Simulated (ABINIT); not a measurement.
# GaAs (F-43m) in ABINIT: a series of runs, part 2 of 2

ABINIT 10.8.3 (patched build). Earlier steps stand in the parts before.

### Step 3. Equation of state, WC

run.abi reads:

```
# Datasets: one volume each
ndtset 7
getwfk -1
scalecart1 3*0.9795861087
scalecart2 3*0.9864848297
scalecart3 3*0.9932883884
scalecart4 3*1.0000000000
scalecart5 3*1.0066227096
scalecart6 3*1.0131594038
scalecart7 3*1.0196128224

# Pseudopotentials
pp_dirpath "./"
pseudos "As.GGA_PBE-JTH_sp.xml, Ga.GGA_PBE-JTH.xml"

# Structure
acell 7.55468967 7.55468967 7.55468967
rprim
     0.0000000000     0.7071067812     0.7071067812
     0.7071067812     0.0000000000     0.7071067812
     0.7071067812     0.7071067812     0.0000000000
ntypat 2
znucl 33 31
natom 2
typat 1 2
xred
     0.7500000000     0.7500000000     0.7500000000
     0.0000000000     0.0000000000     0.0000000000

# Plane-wave basis
ecut 17.0
pawecutdg 34.0

# k points
kptopt 1
ngkpt 8 8 8
nshiftk 1
shiftk 0.0 0.0 0.0

# Exchange and correlation
ixc 23

# Bands and occupations
nband 13
occopt 3
tsmear 0.05 eV

# SCF cycle
nstep 100
tolvrs 1.0e-9

# Output
iomode 3
prtwf 1
prtden 0
prteig 0
prtebands 0
enunit 1
```

Potentials or basis: JTH PAW PBE v2.0 sp.

On the command line:

```sh
$ abinit run.abi > log 2>&1
```

run.abo:

```text
.Version 10.8.3 of ABINIT
 DATASET    1 : space group F-4 3 m (#216); Bravais cF (face-center cubic)
================================================================================
 Values of the parameters that define the memory need for DATASET  1.
     intxc =       0    ionmov =       0      iscf =      17    lmnmax =      18
     lnmax =       6     mgfft =      30  mpssoang =       3    mqgrid =    3001
     natom =       2  nloc_mem =       2    nspden =       1   nspinor =       1
    nsppol =       1      nsym =      24    n1xccc =       1    ntypat =       2
    occopt =       3   xclevel =       2
       mpw =         982          nfft =       27000          nkpt =          29
 PAW method is used; the additional fine FFT grid is defined by:
   mgfftf=        40    nfftf =     64000
================================================================================
================================================================================
[... 71 lines left out ...]
 DATASET    7 : space group F-4 3 m (#216); Bravais cF (face-center cubic)
================================================================================
 Values of the parameters that define the memory need for DATASET  7.
     intxc =       0    ionmov =       0      iscf =      17    lmnmax =      18
     lnmax =       6     mgfft =      30  mpssoang =       3    mqgrid =    3001
     natom =       2  nloc_mem =       2    nspden =       1   nspinor =       1
    nsppol =       1      nsym =      24    n1xccc =       1    ntypat =       2
    occopt =       3   xclevel =       2
       mpw =        1101          nfft =       27000          nkpt =          29
 PAW method is used; the additional fine FFT grid is defined by:
   mgfftf=        45    nfftf =     91125
================================================================================
================================================================================

--------------------------------------------------------------------------------
------------- Echo of variables that govern the present computation ------------
--------------------------------------------------------------------------------
 -outvars: echo values of preprocessed input variables --------
            acell      7.5546896700E+00  7.5546896700E+00  7.5546896700E+00 Bohr
              amu      7.49215900E+01  6.97230000E+01
             ecut      1.70000000E+01 Hartree
           enunit           1
           getwfk          -1
              ixc          23
           jdtset        1    2    3    4    5    6    7
         kptrlatt        8    0    0      0    8    0      0    0    8
          kptrlen1     5.92037525E+01
          kptrlen2     5.96206940E+01
          kptrlen3     6.00318842E+01
          kptrlen4     6.04375174E+01
          kptrlen5     6.08377775E+01
          kptrlen6     6.12328391E+01
          kptrlen7     6.16228677E+01
            natom           2
            nband          13
           ndtset           7
            ngfft          30      30      30
          ngfftdg1         40      40      40
          ngfftdg2         40      40      40
          ngfftdg3         40      40      40
          ngfftdg4         40      40      40
          ngfftdg5         40      40      40
          ngfftdg6         45      45      45
          ngfftdg7         45      45      45
             nkpt          29
            nstep         100
             nsym          24
           ntypat           2
           occopt           3
        pawecutdg      3.40000000E+01 Hartree
         pawxcdev           0
           prtden           0
[... 37 lines left out ...]
                       0.0000000000E+00  0.0000000000E+00  0.0000000000E+00
           xangst6     4.2960744881E+00  4.2960744881E+00  4.2960744881E+00
                       0.0000000000E+00  0.0000000000E+00  0.0000000000E+00
           xangst7     4.3234387577E+00  4.3234387577E+00  4.3234387577E+00
                       0.0000000000E+00  0.0000000000E+00  0.0000000000E+00
            xcart1     7.8493827806E+00  7.8493827806E+00  7.8493827806E+00
                       0.0000000000E+00  0.0000000000E+00  0.0000000000E+00
            xcart2     7.9046619453E+00  7.9046619453E+00  7.9046619453E+00
                       0.0000000000E+00  0.0000000000E+00  0.0000000000E+00
            xcart3     7.9591785784E+00  7.9591785784E+00  7.9591785784E+00
                       0.0000000000E+00  0.0000000000E+00  0.0000000000E+00
            xcart4     8.0129584433E+00  8.0129584433E+00  8.0129584433E+00
                       0.0000000000E+00  0.0000000000E+00  0.0000000000E+00
            xcart5     8.0660259401E+00  8.0660259401E+00  8.0660259401E+00
                       0.0000000000E+00  0.0000000000E+00  0.0000000000E+00
            xcart6     8.1184041991E+00  8.1184041991E+00  8.1184041991E+00
                       0.0000000000E+00  0.0000000000E+00  0.0000000000E+00
            xcart7     8.1701151741E+00  8.1701151741E+00  8.1701151741E+00
                       0.0000000000E+00  0.0000000000E+00  0.0000000000E+00
             xred      7.5000000000E-01  7.5000000000E-01  7.5000000000E-01
                       0.0000000000E+00  0.0000000000E+00  0.0000000000E+00
            znucl       33.00000   31.00000

================================================================================

 chkinp: Checking input parameters for consistency, jdtset=   1.

 chkinp: Checking input parameters for consistency, jdtset=   2.
[... 40 lines left out ...]
 getcut: wavevector=  0.0000  0.0000  0.0000  ngfft=  40  40  40
         ecut(hartree)=     34.000   => boxcut(ratio)=   2.05919

--- Pseudopotential description ------------------------------------------------
- pspini: atom type   1  psp file is ./As.GGA_PBE-JTH_sp.xml
 Pseudopotential format is: paw10
 basis_size (lnmax)=  4 (lmn_size=  8), orbitals=   0   0   1   1
 Spheres core radius: rc_sph= 2.10391912
 Shapefunction is BESSEL type: shapef(r,l)=aa(1,l)*jl(q(1,l)*r)+aa(2,l)*jl(q(2,l)*r)
 Radius for shape functions =  1.80731519
 Compensation charge density is not taken into account in XC energy/potential

- pspini: atom type   2  psp file is ./Ga.GGA_PBE-JTH.xml
 Pseudopotential format is: paw10
 basis_size (lnmax)=  6 (lmn_size= 18), orbitals=   0   0   1   1   2   2
 Spheres core radius: rc_sph= 2.10359248
 Shapefunction is BESSEL type: shapef(r,l)=aa(1,l)*jl(q(1,l)*r)+aa(2,l)*jl(q(2,l)*r)
 Radius for shape functions =  1.80829011
 Compensation charge density is not taken into account in XC energy/potential

   1.08642507E+03                                ecore*ucvol(ha*bohr**3)
--------------------------------------------------------------------------------

[... 1219 lines left out ...]
-Cartesian components of stress tensor (GPa)         [Pressure= -3.2319E+00 GPa]
- sigma(1 1)=  3.23190221E+00  sigma(3 2)=  0.00000000E+00
- sigma(2 2)=  3.23190221E+00  sigma(3 1)=  0.00000000E+00
- sigma(3 3)=  3.23190221E+00  sigma(2 1)=  0.00000000E+00

== END DATASET(S) ==============================================================
================================================================================

 -outvars: echo values of variables after computation  --------
            acell      7.5546896700E+00  7.5546896700E+00  7.5546896700E+00 Bohr
           etotal1    -8.5587407424E+01
           etotal2    -8.5588352257E+01
           etotal3    -8.5588928773E+01
           etotal4    -8.5589172462E+01
           etotal5    -8.5589118723E+01
           etotal6    -8.5588803654E+01
           etotal7    -8.5588258618E+01
            fcart1     2.5727932677E-29  2.5727932677E-29 -7.7183798031E-29
                      -2.5727932677E-29 -2.5727932677E-29  7.7183798031E-29
            fcart2    -1.2774005589E-29 -1.2774005589E-29  3.8322016767E-29
                       1.2774005589E-29  1.2774005589E-29 -3.8322016767E-29
            fcart3    -1.2686509653E-29 -1.2686509653E-29  3.8059528960E-29
                       1.2686509653E-29  1.2686509653E-29 -3.8059528960E-29
            fcart4    -0.0000000000E+00 -0.0000000000E+00 -0.0000000000E+00
                      -0.0000000000E+00 -0.0000000000E+00 -0.0000000000E+00
            fcart5     0.0000000000E+00  0.0000000000E+00  0.0000000000E+00
                       0.0000000000E+00  0.0000000000E+00  0.0000000000E+00
[... 38 lines left out ...]
                       0.0000000000E+00  0.0000000000E+00  0.0000000000E+00
           xangst1     4.1537144843E+00  4.1537144843E+00  4.1537144843E+00
                       0.0000000000E+00  0.0000000000E+00  0.0000000000E+00
           xangst2     4.1829669585E+00  4.1829669585E+00  4.1829669585E+00
                       0.0000000000E+00  0.0000000000E+00  0.0000000000E+00
           xangst3     4.2118159184E+00  4.2118159184E+00  4.2118159184E+00
                       0.0000000000E+00  0.0000000000E+00  0.0000000000E+00
           xangst4     4.2402749972E+00  4.2402749972E+00  4.2402749972E+00
                       0.0000000000E+00  0.0000000000E+00  0.0000000000E+00
           xangst5     4.2683571071E+00  4.2683571071E+00  4.2683571071E+00
                       0.0000000000E+00  0.0000000000E+00  0.0000000000E+00
           xangst6     4.2960744881E+00  4.2960744881E+00  4.2960744881E+00
                       0.0000000000E+00  0.0000000000E+00  0.0000000000E+00
           xangst7     4.3234387577E+00  4.3234387577E+00  4.3234387577E+00
                       0.0000000000E+00  0.0000000000E+00  0.0000000000E+00
             xred      7.5000000000E-01  7.5000000000E-01  7.5000000000E-01
                       0.0000000000E+00  0.0000000000E+00  0.0000000000E+00
 Calculation completed.
```

It took 66 s on 1 thread of Arm Neoverse V2, shared host; peak memory 0.14 GiB.

What came out:

```
Equilibrium volume                      : 22.73 Å³/atom
Bulk modulus                            : 69 GPa
Pressure derivative of the bulk modulus : 4.9 (rough: it moves with the points fitted)
```

Energy against volume, from the lowest point:
```tsv
volume (Å³/atom)	energy (meV/atom)
21.234	24.01
21.686	11.16
22.138	3.32
22.590	0.00
23.041	0.73
23.493	5.02
23.945	12.43
```

Caveat: pressures at fixed basis lie under the slope of the energies; the PAW data sets were made with another functional, which shifts forces and pressure a little; this set keeps more shells in the core, which shifts pressures and gaps. Zero-point motion and thermal expansion aren't in these numbers.

### Step 4. How close it comes

Step 2. A measured gap of GaAs is 1.412 eV (direct; 300 K; “Evidence of valence band perturbations in GaAsN/GaAs(001): A combined variable-angle spectroscopic ellipsometry and modulated photoreflectance investigation”, 2008, arxiv:0805.2212); the calculated 0.51 eV misses it by -0.90 eV. 3 values of this kind are on record (1.412 to 1.51 eV); this one was drawn at random among those near their median, those with a stated uncertainty first. Spin-orbit coupling on As, Ga is left out. The value is that of PBE, without temperature or zero-point motion. Semilocal functionals fall short of measured gaps as a rule.
